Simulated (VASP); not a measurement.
**CdS in VASP: one cell, several levels of theory**

CdS built on the zincblende prototype, under +2.0 % equal strain in all directions is computed at one geometry. Runs: PBE, r2SCAN.

The runs shown are made with VASP 6.6.1. PAW datasets, plane waves. (Simulation; spin polarisation is off.)

**1. The system as given**

The cell comes from an earlier relaxation with r2SCAN in another program.

Space group F-43m (No. 216), cubic; a = 5.996 Å in the conventional setting, 26.95 Å³ an atom. Cd has 4 S at 2.60 Å; S has 4 Cd at 2.60 Å.

The structure in full:

```xyz
2
Lattice="0.0000 2.9980 2.9980 2.9980 0.0000 2.9980 2.9980 2.9980 0.0000" Properties=species:S:1:pos:R:3 pbc="T T T"
Cd    0.0000    0.0000    0.0000
S     1.4990    1.4990    1.4990
```

**2. PBE at this geometry**

The input, INCAR:

```
ENCUT = 520.000000
SIGMA = 0.020000
EDIFF = 1.00e-07
GGA = PE
PREC = Accurate
IBRION = -1
ISIF = 2
ISMEAR = -1
NBANDS = 16
NELM = 120
NSW = 0
LASPH = .TRUE.
LCHARG = .FALSE.
LWAVE = .FALSE.
LREAL = .FALSE.
```

The input, KPOINTS:

```
KPOINTS created by Atomic Simulation Environment
0
Gamma
8 8 8
0 0 0
```

The input, KPOINTS_OPT:

```
special points
6
Reciprocal
0.0000000000 0.0000000000 0.0000000000 1
-0.5000000000 -0.5000000000 0.0000000000 1
-0.3750000000 -0.3750000000 0.2500000000 1
-0.3750000000 0.0000000000 0.3750000000 1
0.0000000000 0.0000000000 0.5000000000 1
-0.5000000000 -0.2500000000 0.2500000000 1
```

The input, POSCAR:

```
Cd S
 1.0000000000000000
     0.0000000000000000    2.9979991399000001    2.9979991399000001
     2.9979991399000001    0.0000000000000000    2.9979991399000001
     2.9979991399000001    2.9979991399000001    0.0000000000000000
 Cd  S
   1   1
Cartesian
  0.0000000000000000  0.0000000000000000  0.0000000000000000
  1.4989995699500001  1.4989995699500001  1.4989995699500001
```

The run uses the recommended PBE PAW datasets (18 valence electrons a neutral cell).

Run with:

```console
mpirun -np 1 vasp_std
```

Printed to the terminal (iteration lines stand in OSZICAR):

```text
POSCAR found type information on POSCAR CdS
 POSCAR found :  2 types and       2 ions
 LDA part: xc-table for (Slater+PW92), standard interpolation
 POSCAR, INCAR and KPOINTS ok, starting setup
 FFT: planning ... GRIDC
 FFT: planning ... GRID_SOFT
 FFT: planning ... GRID
 WAVECAR not read
 entering main loop
 Start KPOINTS_OPT (optional k-point list driver)
k-point batch [1-6\6]
```

OSZICAR:

```text
N       E                     dE             d eps       ncg     rms          rms(c)
DAV:   1     0.106737163770E+03    0.10674E+03   -0.88901E+03   952   0.101E+03
DAV:   2    -0.242143564534E+01   -0.10916E+03   -0.10335E+03  1144   0.249E+02
DAV:   3    -0.667559538472E+01   -0.42542E+01   -0.42462E+01  1152   0.514E+01
DAV:   4    -0.670227682144E+01   -0.26681E-01   -0.26679E-01  1192   0.394E+00
DAV:   5    -0.670265256506E+01   -0.37574E-03   -0.37574E-03  1152   0.442E-01    0.681E+00
DAV:   6    -0.615650006135E+01    0.54615E+00   -0.89122E-01  1384   0.110E+01    0.567E+00
DAV:   7    -0.613998052475E+01    0.16520E-01   -0.17628E-01  1152   0.287E+00    0.287E+00
DAV:   8    -0.614004173503E+01   -0.61210E-04   -0.14960E-02  1072   0.148E+00    0.248E-01
DAV:   9    -0.614002734989E+01    0.14385E-04   -0.17190E-03  1152   0.556E-01    0.676E-02
DAV:  10    -0.614019222846E+01   -0.16488E-03   -0.24203E-04  1144   0.140E-01    0.752E-02
DAV:  11    -0.614028253550E+01   -0.90307E-04   -0.14617E-04  1080   0.839E-02    0.281E-02
DAV:  12    -0.614027629796E+01    0.62375E-05   -0.17245E-05  1184   0.467E-02    0.803E-03
DAV:  13    -0.614027728479E+01   -0.98683E-06   -0.23863E-06  1144   0.943E-03    0.644E-03
DAV:  14    -0.614027726843E+01    0.16359E-07   -0.21941E-07  1176   0.344E-03
   1 F= -.61402773E+01 E0= -.61402773E+01  d E =-.981767E-12
       N       E                     dE             ncg
DAV:   1     0.982185300679E+03   -0.28398E+04      192
DAV:   2     0.313987045480E+03   -0.66820E+03      240
DAV:   3     0.288280897277E+03   -0.25706E+02      240
DAV:   4     0.288131749473E+03   -0.14915E+00      256
DAV:   5     0.288129716494E+03   -0.20330E-02      232
DAV:   6     0.288129674861E+03   -0.41632E-04      240
DAV:   7     0.288129673829E+03   -0.10326E-05      248
DAV:   8     0.288129673803E+03   -0.26064E-07      216
```

The lines after F= are the extra pass for the points of KPOINTS_OPT, at fixed density; their E is not a total energy.

OUTCAR, selected sections:

```text
k-points           NKPTS =     29   k-points in BZ     NKDIM =     29   number of bands    NBANDS=     16

   NELECT =      18.0000    total number of electrons

   dimension x,y,z NGX =    32 NGY =   32 NGZ =   32
   dimension x,y,z NGXF=    64 NGYF=   64 NGZF=   64

  energy-cutoff  :      520.00
  volume of cell :       53.89
      direct lattice vectors                 reciprocal lattice vectors
     0.000000000  2.997999140  2.997999140    -0.166777900  0.166777900  0.166777900
     2.997999140  0.000000000  2.997999140     0.166777900 -0.166777900  0.166777900
     2.997999140  2.997999140  0.000000000     0.166777900  0.166777900 -0.166777900

 k-points in reciprocal lattice and weights: KPOINTS created by Atomic Simulation Env
   0.00000000  0.00000000  0.00000000       0.002
   0.12500000  0.00000000  0.00000000       0.016
   0.25000000  0.00000000  0.00000000       0.016
   0.37500000  0.00000000  0.00000000       0.016
   0.50000000  0.00000000  0.00000000       0.008
   0.12500000  0.12500000  0.00000000       0.012
   0.25000000  0.12500000  0.00000000       0.047
   0.37500000  0.12500000  0.00000000       0.047
[... 21 more k-points ...]

 E-fermi :   1.0941

 k-point     1 :       0.0000    0.0000    0.0000
  band No.  band energies     occupation
      1     -11.2544      2.00000
      2      -6.8253      2.00000
      3      -6.8253      2.00000
      4      -6.8253      2.00000
      5      -6.4500      2.00000
      6      -6.4500      2.00000
      7       0.6440      2.00000
      8       0.6440      2.00000
      9       0.6440      2.00000
     10       1.6083      0.00000
     11       7.1898      0.00000
     12       7.1898      0.00000
     13       7.1898      0.00000
     14      11.6256      0.00000
     15      11.9908      0.00000
     16      11.9908      0.00000

 k-point     2 :       0.1250    0.0000    0.0000
  band No.  band energies     occupation
      1     -11.2029      2.00000
      2      -6.8074      2.00000
      3      -6.8074      2.00000
      4      -6.7754      2.00000
      5      -6.4506      2.00000
      6      -6.4506      2.00000
      7      -0.3316      2.00000
      8       0.5406      2.00000
      9       0.5406      2.00000
     10       2.4413      0.00000
     11       6.9096      0.00000
     12       7.3684      0.00000
     13       7.3684      0.00000
     14      11.4258      0.00000
     15      11.4258      0.00000
     16      12.2705      0.00000

 k-point     3 :       0.2500    0.0000    0.0000
  band No.  band energies     occupation
      1     -11.0781      2.00000
      2      -6.7685      2.00000
      3      -6.7685      2.00000
      4      -6.6063      2.00000
      5      -6.4462      2.00000
      6      -6.4462      2.00000
      7      -1.6607      2.00000
      8       0.3066      2.00000
      9       0.3066      2.00000
     10       3.2394      0.00000
     11       6.8425      0.00000
     12       7.6497      0.00000
     13       7.6497      0.00000
     14      11.1952      0.00000
     15      11.1952      0.00000
     16      11.7630      0.00000

 k-point     4 :       0.3750    0.0000    0.0000
  band No.  band energies     occupation
      1     -10.9536      2.00000
      2      -6.7386      2.00000
      3      -6.7386      2.00000
      4      -6.4307      2.00000
      5      -6.4307      2.00000
      6      -6.3222      2.00000
      7      -2.7901      2.00000
      8       0.0899      2.00000
      9       0.0899      2.00000
     10       3.5000      0.00000
     11       7.4407      0.00000
     12       7.6814      0.00000
     13       7.6814      0.00000
     14      11.3986      0.00000
     15      11.9848      0.00000
     16      11.9848      0.00000

 k-point     5 :       0.5000    0.0000    0.0000
  band No.  band energies     occupation
      1     -10.9024      2.00000
      2      -6.7293      2.00000
      3      -6.7293      2.00000
      4      -6.4204      2.00000
      5      -6.4204      2.00000
      6      -6.1381      2.00000
      7      -3.2832      2.00000
      8       0.0040      2.00000
      9       0.0040      2.00000
     10       3.5217      0.00000
     11       7.6365      0.00000
     12       7.6365      0.00000
     13       7.8609      0.00000
     14      11.4779      0.00000
     15      12.9955      0.00000
     16      12.9955      0.00000

[... the tables of k-points 6 to 29 left out ...]

  Total       -0.4945877     -0.4945877     -0.4945877      0.0000000      0.0000000      0.0000000
  in kB      -14.7037932    -14.7037932    -14.7037932      0.0000000      0.0000000      0.0000000
  external PRESSURE =     -14.7037932 kB  Pullay stress =       0.0000000 kB

 POSITION                                       TOTAL-FORCE (eV/Angst)
 -----------------------------------------------------------------------------------
      0.00000      0.00000      0.00000         0.000000      0.000000      0.000000
      1.49900      1.49900      1.49900        -0.000000     -0.000000     -0.000000
 -----------------------------------------------------------------------------------
    total drift:                               -0.000000     -0.000000     -0.000000

  FREE ENERGIE OF THE ION-ELECTRON SYSTEM (eV)
  ---------------------------------------------------
  free  energy   TOTEN  =        -6.1402772684 eV

  energy  without entropy=       -6.1402772684  energy(sigma->0) =       -6.14027727
```

Run time: 14 s. Hardware: 1 MPI rank of Intel Xeon Platinum 8488C, shared host; peak memory 0.18 GiB.

The levels at the points of KPOINTS_OPT are read from vasprun.xml.

Near the gap, in eV above the top of the last filled band v; c is the band after it:

```
point    v−1      v     c   c+1
    Γ   0.00   0.00  0.96  6.55
    X  -1.61  -1.61  3.68  4.22
    U  -2.19  -1.31  4.21  5.26
    K  -2.19  -1.31  4.21  5.26
    L  -0.64  -0.64  2.88  6.99
    W  -1.92  -1.91  5.07  5.44
```

Gap with PBE: 0.96 eV, direct (Γ). The pressure is -1.47 GPa; the forces vanish within 0.01 eV/Å.

**3. r2SCAN at this geometry**

The input, INCAR:

```
ENCUT = 520.000000
SIGMA = 0.010000
EDIFF = 1.00e-07
ALGO = Normal
METAGGA = R2SCAN
PREC = Accurate
IBRION = -1
ISIF = 2
ISMEAR = 0
NBANDS = 16
NELM = 120
NSW = 0
LASPH = .TRUE.
LCHARG = .FALSE.
LWAVE = .FALSE.
LREAL = .FALSE.
```

KPOINTS is that of step 2.

KPOINTS_OPT is that of step 2.

POSCAR is that of step 2.

Run with:

```console
mpirun -np 1 vasp_std
```

Standard output, without the iteration lines:

```text
POSCAR found type information on POSCAR CdS
 POSCAR found :  2 types and       2 ions
 -----------------------------------------------------------------------------
|                                                                             |
|                                                                             |
|     You enforced a specific xc type in the INCAR file but a different       |
|     I HOPE YOU KNOW WHAT YOU ARE DOING!                                     |
|                                                                             |
 -----------------------------------------------------------------------------

 LDA part: xc-table for (None), standard interpolation
 POSCAR, INCAR and KPOINTS ok, starting setup
 FFT: planning ... GRIDC
 FFT: planning ... GRID_SOFT
 FFT: planning ... GRID
 WAVECAR not read
 entering main loop
 Start KPOINTS_OPT (optional k-point list driver)
k-point batch [1-6\6]
```

OSZICAR:

```text
N       E                     dE             d eps       ncg     rms          rms(c)
DAV:   1     0.806414226178E+02    0.80641E+02   -0.89930E+03   952   0.103E+03
DAV:   2    -0.305217408365E+02   -0.11116E+03   -0.10507E+03  1144   0.253E+02
DAV:   3    -0.348551994663E+02   -0.43335E+01   -0.43255E+01  1144   0.526E+01
DAV:   4    -0.348813023464E+02   -0.26103E-01   -0.26101E-01  1192   0.397E+00
DAV:   5    -0.348816579920E+02   -0.35565E-03   -0.35564E-03  1184   0.432E-01    0.648E+00
DAV:   6    -0.296678366804E+02    0.52138E+01   -0.32329E+00   984   0.255E+01    0.815E+00
DAV:   7    -0.296364050327E+02    0.31432E-01   -0.28143E-01  1168   0.533E+00    0.498E+00
DAV:   8    -0.296538893499E+02   -0.17484E-01   -0.61070E-02  1120   0.272E+00    0.117E+00
DAV:   9    -0.296587435490E+02   -0.48542E-02   -0.72979E-03  1216   0.722E-01    0.200E-01
DAV:  10    -0.296590625850E+02   -0.31904E-03   -0.26063E-03  1136   0.522E-01    0.181E-01
DAV:  11    -0.296590041670E+02    0.58418E-04   -0.16382E-04  1120   0.184E-01    0.104E-01
DAV:  12    -0.296589737157E+02    0.30451E-04   -0.20454E-04  1112   0.158E-01    0.346E-02
DAV:  13    -0.296589729868E+02    0.72895E-06   -0.34322E-06  1184   0.214E-02    0.790E-03
DAV:  14    -0.296589725222E+02    0.46460E-06   -0.26843E-07  1072   0.555E-03    0.203E-03
DAV:  15    -0.296589724236E+02    0.98608E-07   -0.63269E-08   680   0.215E-03
   1 F= -.29658972E+02 E0= -.29658972E+02  d E =-.585505E-12
       N       E                     dE             ncg
DAV:   1     0.954307851880E+03   -0.28677E+04      192
DAV:   2     0.265822235770E+03   -0.68849E+03      240
DAV:   3     0.239435384179E+03   -0.26387E+02      240
DAV:   4     0.239287188301E+03   -0.14820E+00      264
DAV:   5     0.239285120666E+03   -0.20676E-02      216
DAV:   6     0.239285077353E+03   -0.43313E-04      256
DAV:   7     0.239285076238E+03   -0.11148E-05      232
DAV:   8     0.239285076208E+03   -0.29990E-07      232
```

Parts of OUTCAR:

```text
k-points           NKPTS =     29   k-points in BZ     NKDIM =     29   number of bands    NBANDS=     16

   NELECT =      18.0000    total number of electrons

   dimension x,y,z NGX =    32 NGY =   32 NGZ =   32
   dimension x,y,z NGXF=    64 NGYF=   64 NGZF=   64

  energy-cutoff  :      520.00
  volume of cell :       53.89
      direct lattice vectors                 reciprocal lattice vectors
     0.000000000  2.997999140  2.997999140    -0.166777900  0.166777900  0.166777900
     2.997999140  0.000000000  2.997999140     0.166777900 -0.166777900  0.166777900
     2.997999140  2.997999140  0.000000000     0.166777900  0.166777900 -0.166777900

 k-points in reciprocal lattice and weights: KPOINTS created by Atomic Simulation Env
   0.00000000  0.00000000  0.00000000       0.002
   0.12500000  0.00000000  0.00000000       0.016
   0.25000000  0.00000000  0.00000000       0.016
   0.37500000  0.00000000  0.00000000       0.016
   0.50000000  0.00000000  0.00000000       0.008
   0.12500000  0.12500000  0.00000000       0.012
   0.25000000  0.12500000  0.00000000       0.047
   0.37500000  0.12500000  0.00000000       0.047
[... 21 more k-points ...]

 E-fermi :   0.4187

 k-point     1 :       0.0000    0.0000    0.0000
  band No.  band energies     occupation
      1     -12.0117      2.00000
      2      -7.3333      2.00000
      3      -7.3333      2.00000
      4      -7.3333      2.00000
      5      -6.9320      2.00000
      6      -6.9320      2.00000
      7       0.3765      2.00000
      8       0.3765      2.00000
      9       0.3765      2.00000
     10       1.7730      0.00000
     11       7.4520      0.00000
     12       7.4520      0.00000
     13       7.4520      0.00000
     14      11.8320      0.00000
     15      12.2517      0.00000
     16      12.2517      0.00000

 k-point     2 :       0.1250    0.0000    0.0000
  band No.  band energies     occupation
      1     -11.9597      2.00000
      2      -7.3145      2.00000
      3      -7.3145      2.00000
      4      -7.2796      2.00000
      5      -6.9325      2.00000
      6      -6.9325      2.00000
      7      -0.5489      2.00000
      8       0.2715      2.00000
      9       0.2715      2.00000
     10       2.5606      0.00000
     11       7.1300      0.00000
     12       7.6365      0.00000
     13       7.6365      0.00000
     14      11.6408      0.00000
     15      11.6408      0.00000
     16      12.4851      0.00000

 k-point     3 :       0.2500    0.0000    0.0000
  band No.  band energies     occupation
      1     -11.8339      2.00000
      2      -7.2735      2.00000
      3      -7.2735      2.00000
      4      -7.1004      2.00000
      5      -6.9280      2.00000
      6      -6.9280      2.00000
      7      -1.9171      2.00000
      8       0.0332      2.00000
      9       0.0332      2.00000
     10       3.4037      0.00000
     11       7.0110      0.00000
     12       7.9098      0.00000
     13       7.9098      0.00000
     14      11.4106      0.00000
     15      11.4106      0.00000
     16      11.8717      0.00000

 k-point     4 :       0.3750    0.0000    0.0000
  band No.  band energies     occupation
      1     -11.7082      2.00000
      2      -7.2411      2.00000
      3      -7.2411      2.00000
      4      -6.9125      2.00000
      5      -6.9125      2.00000
      6      -6.8043      2.00000
      7      -3.0872      2.00000
      8      -0.1883      2.00000
      9      -0.1883      2.00000
     10       3.6849      0.00000
     11       7.5912      0.00000
     12       7.9028      0.00000
     13       7.9028      0.00000
     14      11.5209      0.00000
     15      12.2760      0.00000
     16      12.2760      0.00000

 k-point     5 :       0.5000    0.0000    0.0000
  band No.  band energies     occupation
      1     -11.6565      2.00000
      2      -7.2308      2.00000
      3      -7.2308      2.00000
      4      -6.9022      2.00000
      5      -6.9022      2.00000
      6      -6.6149      2.00000
      7      -3.5962      2.00000
      8      -0.2762      2.00000
      9      -0.2762      2.00000
     10       3.7070      0.00000
     11       7.8398      0.00000
     12       7.8398      0.00000
     13       7.9997      0.00000
     14      11.6413      0.00000
     15      13.3532      0.00000
     16      13.3532      0.00000

[... the tables of k-points 6 to 29 left out ...]

  Total       -0.9845075     -0.9845075     -0.9845075      0.0000000      0.0000000      0.0000000
  in kB      -29.2688125    -29.2688125    -29.2688125      0.0000000      0.0000000      0.0000000
  external PRESSURE =     -29.2688125 kB  Pullay stress =       0.0000000 kB

 POSITION                                       TOTAL-FORCE (eV/Angst)
 -----------------------------------------------------------------------------------
      0.00000      0.00000      0.00000         0.000000     -0.000000     -0.000000
      1.49900      1.49900      1.49900        -0.000000      0.000000      0.000000
 -----------------------------------------------------------------------------------
    total drift:                               -0.000000     -0.000000     -0.000000

  FREE ENERGIE OF THE ION-ELECTRON SYSTEM (eV)
  ---------------------------------------------------
  free  energy   TOTEN  =       -29.6589724236 eV

  energy  without entropy=      -29.6589724236  energy(sigma->0) =      -29.65897242
```

Run time: 58 s. Hardware: 1 MPI rank of Intel Xeon Platinum 8488C, shared host; peak memory 0.19 GiB.

The levels at the points of KPOINTS_OPT are read from vasprun.xml.

Levels at the named points, in eV from the top of band v (v: the last filled band by count, c: the next):

| point | v−1 | v | c | c+1 |
| --- | --- | --- | --- | --- |
| Γ | 0.00 | 0.00 | 1.40 | 7.08 |
| X | -1.65 | -1.65 | 3.96 | 4.63 |
| U | -2.24 | -1.34 | 4.58 | 5.67 |
| K | -2.24 | -1.34 | 4.58 | 5.67 |
| L | -0.65 | -0.65 | 3.33 | 7.46 |
| W | -1.97 | -1.96 | 5.59 | 5.72 |

Gap with r2SCAN: 1.40 eV, direct (Γ). The pressure is -2.93 GPa; the forces vanish within 0.01 eV/Å.

**4. Results**

| level | gap (eV) | pressure (GPa) |
| --- | --- | --- |
| PBE | 0.96 | -1.47 |
| r2SCAN | 1.40 | -2.93 |

What this shows: The gap spans 0.96 eV (PBE) to 1.40 eV (r2SCAN). The pressure is highest with PBE (-1.5 GPa) and lowest with r2SCAN (-2.9 GPa), which orders the cells that they would relax to.
